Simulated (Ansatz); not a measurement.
## ZnS at 50 GPa: from Born charge to LO–TO splitting and polaron coupling

Level of theory: DFT LDA, scalar-relativistic, plane waves, PAW in Ansatz 0.2.0. Plane waves to 420 eV; Γ-centred k mesh 10×10×10; fixed occupations. No spin polarisation. Phonons by linear response, acoustic sum rule imposed.

The cell, relaxed at 50 GPa:
```cif
data_structure
_symmetry_space_group_name_H-M 'F-43m'
_symmetry_Int_Tables_number 216
_cell_length_a 4.7954
_cell_length_b 4.7954
_cell_length_c 4.7954
_cell_angle_alpha 90.000
_cell_angle_beta 90.000
_cell_angle_gamma 90.000
_cell_volume 110.28
loop_
_atom_site_label
_atom_site_type_symbol
_atom_site_symmetry_multiplicity
_atom_site_Wyckoff_symbol
_atom_site_fract_x
_atom_site_fract_y
_atom_site_fract_z
_atom_site_occupancy
Zn1 Zn 4 a 0.00000 0.00000 0.00000 1
S1 S 4 c 0.25000 0.25000 0.25000 1
```

The real crystal has changed phase below this pressure.

Linear response gives ν_TO = 463.7 cm⁻¹, Born charges ±1.444 e (positive on Zn) and ε∞ = 6.548. The primitive cell holds 27.569 Å³, and the masses are 65.380 and 32.060 amu.

Q: Find ν_LO and the static dielectric constant.

A: The long-wave field adds a restoring force: ω_LO² − ω_TO² = Z*²e²/(ε_vac ε∞ μV). In these units ν_LO² − ν_TO² = 4.92064×10⁷ Z*²/(μ V ε∞) cm⁻², with μ = m₁m₂/(m₁ + m₂) = 21.512 amu: 26431 cm⁻². So ν_LO = √(463.7² + 26431) = 491.4 cm⁻¹, and the run gives 491.4. Lyddane–Sachs–Teller then gives ε0 = ε∞ (ν_LO/ν_TO)² = 7.35, against 7.35 in the run (it forms both from the same three quantities, so the match checks the arithmetic only). Between ν_TO and ν_LO the dielectric function is negative and an undamped crystal reflects fully: a reststrahlen band from 20.3 to 21.6 μm.

Q: What do the Clausius–Mossotti polarisability and the Szigeti charge come to?

A: With the Lorentz local field, α = (3V/4π)(ε∞ − 1)/(ε∞ + 2) = 4.27 Å³ for the pair, and e_S = 3Z*/(ε∞ + 2) = 0.51 e. The Born charge includes the electrons' response to the dipole's own local field, and e_S takes that enhancement out. The Lorentz field assumes point-like polarisable ions, a poor picture once ε∞ is this large, since the electron clouds then overlap or are shared, so both numbers are formal here.

Q: How strongly does a slow electron couple to the LO mode?

A: For one isotropic parabolic band, Fröhlich's constant is α_F = (1/ε∞ − 1/ε0) √(m* Ry/ħω_LO), with Ry = 13.606 eV, ħω_LO = 60.9 meV and m* in free-electron masses: α_F = 0.0167 × 14.94 × √m* = 0.25 √m*. The band mass isn't part of this run; for m* = 0.1, 0.3 and 1 it gives 0.08, 0.14, 0.25. In weak coupling the polaron lies α_F ħω_LO below the band edge (8 meV at m* = 0.3) with a mass m*(1 + α_F/6); past α_F of about 5 or 6 that expansion fails. A semilocal functional's ε∞ tends to be too large, which taken alone lowers α_F.

Cost: 1 run of about 1.9 core-minutes, on Intel Xeon Processor @ 2.50GHz (Skylake/Cascade Lake) (shared hosts).

Compressed zinc-blende ZnS comes out as a weakly polar lattice: the ions raise the dielectric constant only from 6.548 to 7.35, and LO lies close above TO. The Born charge of 1.444 e is well below the formal divalent charge, as expected for a partly covalent sp³ network in which electrons shared along the bonds offset part of the dipole made by moving the ions. The short, stiff bonds matter as much. The lattice part of the static response scales as the Born charge squared over the TO frequency squared, so a hard TO mode keeps it small even though compression packs more dipoles into each unit of volume.

The weak Fröhlich coupling has the same origin, since little ionic polarisation is left to follow a slow electron. It stays in the perturbative range for every trial mass listed, so that conclusion doesn't hinge on the missing band mass. It doesn't imply weak electron–phonon scattering overall, because deformation-potential coupling to acoustic and optical modes is a separate channel.
